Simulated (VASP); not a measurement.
Sn, 2 atoms in the cell. It takes space group Fd-3m (No. 227, cubic). The conventional cell has a = 6.613 Å, b = 6.613 Å, c = 6.613 Å, α = 90.00°, β = 90.00°, γ = 90.00°. Sn (site symmetry -43m) has 4 Sn at 2.86 Å as nearest neighbours. This isn't the form of Sn at room conditions, which is tetragonal (white tin). The cell isn't the ideal one: a relaxed cell with its volume scaled by 1.02.

* Program: VASP 6.6.1
* Task: relaxation of the atoms
* Functional: PBE
* Dispersion: D3(BJ)
* Potentials or basis: VASP PAW PBE potentials, release 64 (Sn_d)
* Cutoff: 600 eV
* k mesh: 10 × 10 × 10
* Occupations: gaussian, width 0.03 eV
* Spin: no spin polarisation
* Further INCAR settings: ALGO = Normal; EDIFF = 1e-07; IBRION = 2; EDIFFG = -0.01; NSW = 40

Potentials or basis: VASP PAW PBE potentials, release 64 (Sn_d).

The run is started by

```console
$ cat potpaw_PBE.64/Sn_d/POTCAR > POTCAR
$ mpirun -np 1 vasp_std > vasp.out
```

Hardware: 1 thread of Intel(R) Xeon(R) Platinum 8375C CPU @ 2.90GHz (Ice Lake) (shared host).

Estimate the wall time of this run.

It took 55 s on 1 thread of Intel(R) Xeon(R) Platinum 8375C CPU @ 2.90GHz (Ice Lake) (shared host), peak memory 0.27 GiB. Counts: scf iterations 12, k points 47, ion steps 1.
